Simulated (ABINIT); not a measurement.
# GaN (P6_3mc) in ABINIT: a series of runs, part 2 of 2

ABINIT 10.8.3 (patched build). The steps go on from the part before.

## (5) Band structure, HCTH407

File run.abi:

```
ndtset 2

pp_dirpath "./"
pseudos "Ga.GGA_PBE-JTH.xml, N.GGA_PBE-JTH.xml"

acell 3*1.0
rprim
     6.0093290763     0.0000000000     0.0000000000
    -3.0046645382     5.2042316397     0.0000000000
     0.0000000000     0.0000000000     9.7623251598
ntypat 2
znucl 31 7
natom 4
typat 1 1 2 2
xcart
     3.0046645385     1.7347438797     4.8811625799
    -0.0000000003     3.4694877600     0.0000000000
     3.0046645385     1.7347438797     8.5420345148
    -0.0000000003     3.4694877600     3.6608719349

ecut 680.284656 eV
pawecutdg 47.0

ixc 27

occopt 3
tsmear 0.05 eV

nstep 100

iomode 3
prtwf 0
prteig 0
prtebands 0
enunit 2
prtden1 1

kptopt1 1
ngkpt1 10 10 5
nshiftk1 1
shiftk1 0.0 0.0 0.0
nband1 22
tolvrs1 1.0e-9

iscf2 -2
getden2 1
nband2 26
nbdbuf2 2
tolwfr2 1.0e-12
kptopt2 -7
ndivsm2 5
prteig2 1
kptbounds2
     0.0000000000     0.0000000000     0.0000000000
     0.5000000000     0.0000000000     0.0000000000
     0.3333333333     0.3333333333     0.0000000000
     0.0000000000     0.0000000000     0.0000000000
     0.0000000000     0.0000000000     0.5000000000
     0.5000000000     0.0000000000     0.5000000000
     0.3333333333     0.3333333333     0.5000000000
     0.0000000000     0.0000000000     0.5000000000
```

Potentials or basis: JTH PAW PBE v2.0.

Launch:

```bash
abinit run.abi > log 2>&1
```

run.abo:

```text
.Version 10.8.3 of ABINIT
 DATASET    1 : space group P6_3 m c (#186); Bravais hP (primitive hexag.)
================================================================================
 Values of the parameters that define the memory need for DATASET  1.
     intxc =       0    ionmov =       0      iscf =       7    lmnmax =      18
     lnmax =       6     mgfft =      45  mpssoang =       3    mqgrid =    3013
     natom =       4  nloc_mem =       2    nspden =       1   nspinor =       1
    nsppol =       1      nsym =      12    n1xccc =       1    ntypat =       2
    occopt =       3   xclevel =       2
       mpw =        1846          nfft =       40500          nkpt =          42
 PAW method is used; the additional fine FFT grid is defined by:
   mgfftf=        64    nfftf =    102400
================================================================================
================================================================================

 DATASET    2 : space group P6_3 m c (#186); Bravais hP (primitive hexag.)
================================================================================
 Values of the parameters that define the memory need for DATASET  2.
     intxc =       0    ionmov =       0      iscf =      -2    lmnmax =      18
     lnmax =       6     mgfft =      45  mpssoang =       3    mqgrid =    3013
     natom =       4  nloc_mem =       2    nspden =       1   nspinor =       1
[... 1516 lines left out ...]
   5.00293    5.00293   10.77265   10.77265   14.17740   14.17740   16.27493   16.27493
  16.67677   16.67677
 kpt#  55, nband= 26, wtk=  1.00000, kpt=  0.0303  0.0303  0.5000 (reduced coord)
  -9.88545   -9.88545   -8.52708   -8.52708   -8.52536   -8.52536   -8.30292   -8.30292
  -8.29301   -8.29301   -8.02967   -8.02967    1.91527    1.91527    5.02790    5.02790
   5.13617    5.13617   10.42369   10.42369   14.47905   14.47905   16.34787   16.34787
  16.45072   16.45072
 kpt#  56, nband= 26, wtk=  1.00000, kpt=  0.0000  0.0000  0.5000 (reduced coord)
  -9.89652   -9.89652   -8.52985   -8.52985   -8.52985   -8.52985   -8.29283   -8.29283
  -8.29283   -8.29283   -8.05945   -8.05945    1.92093    1.92093    5.18008    5.18008
   5.18008    5.18008   10.28297   10.28297   14.60008   14.60008   16.37332   16.37332
  16.37332   16.37332

== END DATASET(S) ==============================================================
================================================================================

 -outvars: echo values of variables after computation  --------
            acell      1.0000000000E+00  1.0000000000E+00  1.0000000000E+00 Bohr
           etotal1    -1.7970339575E+02
            fcart1    -1.7923100492E-28  4.1391627576E-28 -2.9692633106E-03
                       1.7923100492E-28 -6.2087441365E-28 -2.9692633106E-03
                       1.7923100492E-28 -2.0695813788E-28  2.9692633106E-03
                      -1.7923100492E-28  4.1391627576E-28  2.9692633106E-03
            rprim      6.0093290763E+00  0.0000000000E+00  0.0000000000E+00
                      -3.0046645382E+00  5.2042316397E+00  0.0000000000E+00
                       0.0000000000E+00  0.0000000000E+00  9.7623251598E+00
           strten1    -2.3086736504E-04 -2.3086736444E-04 -2.9464103632E-04
                       0.0000000000E+00  0.0000000000E+00  1.9600467026E-13
           xangst      1.5899999989E+00  9.1798692737E-01  2.5829999982E+00
                       8.8191992772E-12  1.8359738547E+00  0.0000000000E+00
                       1.5899999989E+00  9.1798692737E-01  4.5202499969E+00
                       8.8191992772E-12  1.8359738547E+00  1.9372499987E+00
             xred      6.6666666667E-01  3.3333333333E-01  5.0000000000E-01
                       3.3333333334E-01  6.6666666667E-01  0.0000000000E+00
                       6.6666666667E-01  3.3333333333E-01  8.7500000000E-01
                       3.3333333334E-01  6.6666666667E-01  3.7500000000E-01
 Calculation completed.
```

Wall time 1.9 min (1 thread of Arm Neoverse V2, shared host); peak memory 0.15 GiB.

Results:

```yaml
Free_energy: -4889.9785 eV
Largest_force: 0.153 eV/Å
Band_gap_on_the_k_mesh: 2.28 eV, direct
Valence_electrons_inside_the_program's_atomic_spheres: Ga 11.21; N 2.58
```

Forces in eV/Å, atoms in the order of the input:
```
Ga   0.000  0.000 -0.153
Ga   0.000  0.000 -0.153
N    0.000  0.000  0.153
N    0.000  0.000  0.153
```

Levels at the corners of the path, in eV from the valence-band top:
| point | band 14 | band 15 | band 16 | band 17 | band 18 | band 19 | band 20 | band 21 | band 22 | band 23 |
| --- | --- | --- | --- | --- | --- | --- | --- | --- | --- | --- |
| Γ | -1.03 | -1.03 | -0.05 | 0.00 | 0.00 | 2.28 | 4.57 | 9.69 | 10.15 | 10.15 |
| M | -5.18 | -4.13 | -2.69 | -2.15 | -0.96 | 5.47 | 5.87 | 6.46 | 8.93 | 10.62 |
| K | -5.24 | -5.11 | -2.93 | -2.93 | -2.62 | 5.62 | 8.05 | 8.05 | 8.91 | 10.23 |
| Γ | -1.03 | -1.03 | -0.05 | 0.00 | 0.00 | 2.28 | 4.57 | 9.69 | 10.15 | 10.15 |
| A | -3.79 | -0.53 | -0.53 | -0.53 | -0.53 | 4.58 | 4.58 | 8.89 | 8.89 | 10.67 |
| L | -6.48 | -1.89 | -1.89 | -1.86 | -1.86 | 4.81 | 4.81 | 8.06 | 8.06 | 10.45 |
| H | -6.06 | -4.04 | -4.04 | -1.46 | -1.46 | 6.75 | 6.75 | 7.78 | 7.78 | 9.34 |
| A | -3.79 | -0.53 | -0.53 | -0.53 | -0.53 | 4.58 | 4.58 | 8.89 | 8.89 | 10.67 |

Caveat: the PAW data sets were made with another functional, which shifts forces and pressure a little.

## (6) The runs side by side

| level | potentials or basis | gap on the mesh (eV) | largest force (eV/Å) |
| --- | --- | --- | --- |
| LDA-PZ | JTH PAW LDA v2.0 | 1.97 | 0.13 |
| revPBE | JTH PAW PBE v2.0 | 1.99 | 0.14 |
| PBE | JTH PAW PBE v2.0 | 1.96 | 0.14 |
| HCTH407 | JTH PAW PBE v2.0 | 2.28 | 0.15 |

Alike in all rows: task band structure; no spin polarisation; cell as given; k mesh 10 × 10 × 5; cutoff (eV) 680; smearing fermi-dirac 0.05 eV.

Caveats: the PAW data sets were made with another functional, which shifts forces and pressure a little (some runs).

Total energies depend on the potentials used, so only differences within one code and one set of settings carry meaning.

## (7) How close it comes

Step 2. A measured gap of GaN is 3.503 eV (direct; quoted in “Studying electronic properties in GaN without electrical contacts using γ-γ vs e−-γ Perturbed Angular Correlations”, 2019, pmc:6823545); the calculated 1.97 eV misses it by -1.54 eV. Spin-orbit coupling on Ga is left out. The value is that of LDA-PZ, without temperature or zero-point motion. Semilocal functionals fall short of measured gaps as a rule.

Step 3. Measured gap of GaN: 3.503 eV (direct; quoted in “Studying electronic properties in GaN without electrical contacts using γ-γ vs e−-γ Perturbed Angular Correlations”, 2019, pmc:6823545). This calculation gives 1.99 eV (-1.52 eV). Spin-orbit coupling on Ga is left out. The value is that of revPBE, without temperature or zero-point motion. Semilocal functionals fall short of measured gaps as a rule.

Step 4. Measured gap of GaN: 3.503 eV (direct; quoted in “Studying electronic properties in GaN without electrical contacts using γ-γ vs e−-γ Perturbed Angular Correlations”, 2019, pmc:6823545). This calculation gives 1.96 eV (-1.54 eV). Spin-orbit coupling on Ga is left out. The value is that of PBE, without temperature or zero-point motion. Semilocal functionals fall short of measured gaps as a rule.

Step 5. Against the measured gap of GaN, 3.503 eV (direct; quoted in “Studying electronic properties in GaN without electrical contacts using γ-γ vs e−-γ Perturbed Angular Correlations”, 2019, pmc:6823545), the calculated 2.28 eV is off by -1.22 eV. Spin-orbit coupling on Ga is left out. The value is that of HCTH407, without temperature or zero-point motion.
